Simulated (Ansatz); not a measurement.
**Molecular dynamics of C**

input.yaml

```yaml
crystal:
  lattice:
    - [0.0, 3.628535, 3.628535]
    - [3.628535, 0.0, 3.628535]
    - [3.628535, 3.628535, 0.0]
  atoms:
    - { symbol: C, position: [-0.05844154, 0.10048971, -0.00793671] }
    - { symbol: C, position: [0.07857274, 0.19679215, 0.11434331] }
    - { symbol: C, position: [-0.01484864, 0.04530781, 0.48616214] }
    - { symbol: C, position: [0.06343389, 0.207108, 0.62825711] }
    - { symbol: C, position: [-0.04797282, 0.56882232, -0.00367845] }
    - { symbol: C, position: [0.09800505, 0.68298566, 0.09188946] }
    - { symbol: C, position: [-0.0553474, 0.55512824, 0.51091501] }
    - { symbol: C, position: [0.10162618, 0.66869684, 0.59535798] }
    - { symbol: C, position: [0.47324692, 0.11723763, -0.07535666] }
    - { symbol: C, position: [0.56798965, 0.2238047, 0.08251894] }
    - { symbol: C, position: [0.44954507, 0.09642766, 0.46908061] }
    - { symbol: C, position: [0.56059021, 0.22383635, 0.55593711] }
    - { symbol: C, position: [0.45816285, 0.58481434, -0.03387451] }
    - { symbol: C, position: [0.57400115, 0.6562202, 0.13707117] }
    - { symbol: C, position: [0.44089691, 0.59872086, 0.46271392] }
    - { symbol: C, position: [0.56889324, 0.72183425, 0.60043405] }
basis:
  ecutwfc: 420.0
kpoints:
  mp_grid: { grid: [3, 3, 3] }
hamiltonian:
  xc: pbe
scf:
  occupations: { method: fermi_dirac, width: 0.24 }
  lower_state_search: "off"
md:
  timestep: 1
  n_steps: 149
  ensemble: nvt_langevin
  temperature: 2240.0
  initial_velocities: maxwell_boltzmann
  seed: 428020
  friction: 0.02
  temperature_schedule:
    - { n_steps: 112, end_temperature: 300.0 }
    - { n_steps: 37, end_temperature: 300.0 }
```

Launched with:

```bash
$ ansatz run input.yaml --threads 1 --pin off --max-ram 3072MiB --backend cpu --events-out ev --progress --plain --runs-dir out
```

It goes on from the last frame of an earlier run, with new velocities.

Output, in part (step lines):

```
md step     0: t =     0.00 fs  T =  2100.0 K (target 2240.0 K)  F+E_penalty+E_count = -4006.62853359 eV  E_kin = 4.343136 eV  (7 SCF iters)
md step     1: t =     1.00 fs  T =  1843.5 K (target 2231.3 K)  F+E_penalty+E_count = -4006.72453511 eV  E_kin = 3.812671 eV  (7 SCF iters)
md step     2: t =     2.00 fs  T =  1988.2 K (target 2214.0 K)  F+E_penalty+E_count = -4007.02816991 eV  E_kin = 4.111852 eV  (7 SCF iters)
md step     3: t =     3.00 fs  T =  2421.6 K (target 2196.7 K)  F+E_penalty+E_count = -4007.51195022 eV  E_kin = 5.008228 eV  (7 SCF iters)
md step     4: t =     4.00 fs  T =  2633.0 K (target 2179.4 K)  F+E_penalty+E_count = -4008.04456523 eV  E_kin = 5.445543 eV  (7 SCF iters)
md step     5: t =     5.00 fs  T =  2885.0 K (target 2162.1 K)  F+E_penalty+E_count = -4008.50625897 eV  E_kin = 5.966627 eV  (6 SCF iters)
md step     6: t =     6.00 fs  T =  2925.7 K (target 2144.7 K)  F+E_penalty+E_count = -4008.84749907 eV  E_kin = 6.050746 eV  (6 SCF iters)
md step     7: t =     7.00 fs  T =  3072.3 K (target 2127.4 K)  F+E_penalty+E_count = -4009.06593601 eV  E_kin = 6.353943 eV  (6 SCF iters)
[... lines left out ...]
md step   148: t =   148.00 fs  T =   774.9 K (target 300.0 K)  F+E_penalty+E_count = -4011.19400768 eV  E_kin = 1.602614 eV  (5 SCF iters)
md step   149: t =   149.00 fs  T =   739.5 K (target 300.0 K)  F+E_penalty+E_count = -4011.23378289 eV  E_kin = 1.529449 eV  (6 SCF iters)
```

The steps, from the saved trajectory:

```json
{"time (fs)": "0.0", "T (K)": "2100", "potential energy less start (eV)": "0.000"}
{"time (fs)": "5.0", "T (K)": "2885", "potential energy less start (eV)": "-1.878"}
{"time (fs)": "10.0", "T (K)": "2827", "potential energy less start (eV)": "-1.782"}
{"time (fs)": "15.0", "T (K)": "1704", "potential energy less start (eV)": "-0.167"}
{"time (fs)": "20.0", "T (K)": "2226", "potential energy less start (eV)": "-1.301"}
{"time (fs)": "25.0", "T (K)": "2626", "potential energy less start (eV)": "-1.502"}
{"time (fs)": "30.0", "T (K)": "1524", "potential energy less start (eV)": "-0.029"}
{"time (fs)": "35.0", "T (K)": "2015", "potential energy less start (eV)": "-0.916"}
{"time (fs)": "40.0", "T (K)": "2554", "potential energy less start (eV)": "-2.474"}
{"time (fs)": "45.0", "T (K)": "2503", "potential energy less start (eV)": "-2.739"}
{"time (fs)": "50.0", "T (K)": "1527", "potential energy less start (eV)": "-1.846"}
{"time (fs)": "55.0", "T (K)": "1258", "potential energy less start (eV)": "-1.516"}
{"time (fs)": "60.0", "T (K)": "2133", "potential energy less start (eV)": "-2.437"}
{"time (fs)": "65.0", "T (K)": "1812", "potential energy less start (eV)": "-2.180"}
{"time (fs)": "70.0", "T (K)": "1723", "potential energy less start (eV)": "-1.719"}
{"time (fs)": "75.0", "T (K)": "1678", "potential energy less start (eV)": "-2.097"}
{"time (fs)": "80.0", "T (K)": "2010", "potential energy less start (eV)": "-3.342"}
{"time (fs)": "85.0", "T (K)": "1567", "potential energy less start (eV)": "-2.266"}
{"time (fs)": "90.0", "T (K)": "1435", "potential energy less start (eV)": "-2.284"}
{"time (fs)": "95.0", "T (K)": "1442", "potential energy less start (eV)": "-2.875"}
{"time (fs)": "100.0", "T (K)": "1356", "potential energy less start (eV)": "-2.900"}
{"time (fs)": "105.0", "T (K)": "1287", "potential energy less start (eV)": "-3.079"}
{"time (fs)": "110.0", "T (K)": "1424", "potential energy less start (eV)": "-3.725"}
{"time (fs)": "115.0", "T (K)": "1220", "potential energy less start (eV)": "-3.888"}
{"time (fs)": "120.0", "T (K)": "1062", "potential energy less start (eV)": "-3.683"}
{"time (fs)": "125.0", "T (K)": "881", "potential energy less start (eV)": "-3.544"}
{"time (fs)": "130.0", "T (K)": "825", "potential energy less start (eV)": "-3.828"}
{"time (fs)": "135.0", "T (K)": "924", "potential energy less start (eV)": "-4.364"}
{"time (fs)": "140.0", "T (K)": "849", "potential energy less start (eV)": "-4.480"}
{"time (fs)": "145.0", "T (K)": "750", "potential energy less start (eV)": "-4.420"}
```

The run went to its last step. The schedule's set-point averaged 462 K over the second half and the system 1230 K, so it lags behind the ramp. A run of 0.15 ps of so small a system gives no equilibrium averages.

Mean squared displacements from the first frame to the last, about the centre of mass: C 0.03 Å².

Last frame:

```xyz
16
Lattice="0.0000 3.6285 3.6285 3.6285 0.0000 3.6285 3.6285 3.6285 0.0000" Properties=species:S:1:pos:R:3
C 0.056 -0.238 -0.109
C 0.963 0.732 0.839
C 1.868 1.706 -0.056
C 2.742 2.607 0.878
C 1.829 -0.217 1.758
C 2.761 0.695 2.738
C 3.640 1.687 1.783
C 4.538 2.527 2.654
C 0.060 1.700 1.681
C 0.891 2.505 2.644
C 1.762 3.534 1.745
C 2.780 4.438 2.613
C 1.917 1.639 3.545
C 2.715 2.671 4.436
C 3.616 3.481 3.561
C 4.574 4.441 4.453
```

The run took 13 min on 1 thread of Arm Neoverse V1, with other jobs on the host, peak memory 0.39 GiB.
